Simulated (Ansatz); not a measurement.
The cell is KBr in the NiAs-type structure; cell and atoms were relaxed with r2SCAN. It is hexagonal, P6_3/mmc (No. 194); conventional cell a = 4.559 Å, c = 8.020 Å, 36.09 Å³ an atom. K has 6 Br at 3.31 Å; Br has 6 K at 3.31 Å.

```
K Br
1.0
     4.55930    0.00000    0.00000
    -2.27965    3.94847    0.00000
     0.00000    0.00000    8.02007
K Br
2 2
Cartesian
  0.0000 0.0000 0.0000
  0.0000 0.0000 4.0100
  0.0000 2.6323 2.0050
  2.2797 1.3162 6.0151
```

The questions ask for values computed with Ansatz on this geometry. The calculation is non-magnetic, and the structure need not be a phase that has been made.

Given (6×6×4 mesh): PBE gives a direct gap of 4.35 eV at Γ.

(1) Estimate the gap with LDA on 6×6×4.

(2) Estimate the gap with PBE+SOC on 6×6×4.

(3) How does the gap change from PBE to DDH-PBE0 (6×6×2)?

(4) What does G0W0@PBE with 430 empty bands, a screening cutoff of 120 eV and a 6×6×2 mesh give?

Answers

(1) The LDA gap is direct at Γ: 3.95 eV. The gap differs by -0.40 eV from PBE's.

(2) PBE+SOC gives a direct gap of 4.19 eV at Γ. The gap differs by -0.16 eV from PBE's.

(3) With DDH-PBE0 the gap is 7.32 eV and direct, at Γ. The share of exact exchange is 0.392. The gap differs by +2.97 eV from PBE's.

(4) 6.84 eV (PBE's gap over the path plus the quasiparticle shift read on the mesh). The quasiparticle gap on this mesh is 6.84 eV (direct at Γ), against 4.35 eV from PBE: +2.49 eV. Renormalisation factors Z lie between 0.80 and 0.86. G0W0 values are finite-basis, finite-mesh values.

Only the levels marked +SOC include spin-orbit coupling.

The meshes of the hybrids are coarse, so their gaps aren't converged to the digits shown.
